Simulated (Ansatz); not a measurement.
We consider fluorite SrF2, described by PBE (PAW; Ansatz, a program for electronic structure).

Numerical settings: plane-wave cutoff 520 eV, 10×10×10 k mesh, Fermi–Dirac smearing 0.01 eV, scalar-relativistic PAW data made under PBE.

The cell has the measured lattice: a = b = c = 5.7996 Å, α = β = γ = 90.00°.

Estimate the band gap and smallest direct gap on the k points sampled that the calculation returns.


* **band gap**: 6.95 eV
* **smallest direct gap on the k points sampled**: 7.05 eV

Measured, for comparison: band gap 11.1 eV (temperature not stated, no zero-point or thermal correction; as tabulated in Aguado et al. (1999), arXiv:cond-mat/9901145).

Note: cell and atoms aren't relaxed at this level (pressure 2.1 GPa).

Spin–orbit coupling is not included.

It cost very roughly 6 core-seconds of CPU time.
